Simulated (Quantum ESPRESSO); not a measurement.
ZrB2:

```
Zr B
1.0
     3.17000    0.00000    0.00000
    -1.58500    2.74530    0.00000
     0.00000    0.00000    3.53300
Zr B
1 2
Direct
  0.00000 0.00000 0.00000
  0.66667 0.33333 0.50000
  0.33333 0.66667 0.50000
```

Base run:

```yaml
Program: Quantum ESPRESSO 7.5
Functional: PBEsol
Potentials_or_basis: GBRV 1.5 PBEsol
Cutoff: 612 eV
Density_cutoff: 4898 eV
k_mesh: 10 × 10 × 8
Occupations: fermi-dirac, width 0.05 eV
Spin: no spin polarisation
Hubbard_terms: Zr d U = 4 eV
```

Its results: band gap on the k mesh none (metal or under the smearing width); pressure -7.3 GPa.

The run is repeated on the same cell with these changes: hubbard terms from Zr d U = 4 eV to Zr d U = 5 eV. What comes out?

Band gap on the k mesh none (metal or under the smearing width); pressure -8.2 GPa.

Caveats: U without spin polarisation on a metal has little footing; the U is typed as a test and isn't derived for this compound.
